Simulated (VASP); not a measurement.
Crystal: CdTe.

```
CELL_PARAMETERS angstrom
0.00000 3.20500 3.20500
3.20500 0.00000 3.20500
3.20500 3.20500 0.00000
ATOMIC_POSITIONS crystal
Te 0.75000 0.75000 0.75000
Cd 0.00000 0.00000 0.00000
```

| Item | Value |
| --- | --- |
| Program | VASP 6.6.1 |
| Task | relaxation of cell and atoms |
| Functional | AM05 |
| Potentials or basis | VASP PAW PBE potentials, release 64 (Te, Cd) |
| Cutoff | 600 eV |
| k mesh | 7 × 7 × 7 |
| Occupations | fermi-dirac, width 0.05 eV |
| Spin | no spin polarisation |

At the start: pressure 2.3 GPa; volume 32.92 Å³/atom.

Q: How do energy, volume and symmetry change on relaxing?

A: Over 3 steps the energy falls by 12.4 meV/atom and the volume is 34.71 Å³/atom (+5.4 %); space group F-43m (No. 216, to 0.05 Å).

Step by step:
```
step  energy change (eV)  largest force (eV/Å)  pressure (GPa)  volume (Å³)
   1              0.0000                0.0000            2.32        65.84
   2             -0.0228                0.0000           -0.57        70.50
   3             -0.0247                0.0000            0.00        69.42
```

Final structure:
```
Te Cd
1.0
     0.00000    3.26208    3.26208
     3.26208    0.00000    3.26208
     3.26208    3.26208    0.00000
Te Cd
1 1
Direct
  0.75000 0.75000 0.75000
  0.00000 0.00000 0.00000
```

Caveat: the PAW data sets were made with another functional, which shifts forces and pressure a little.
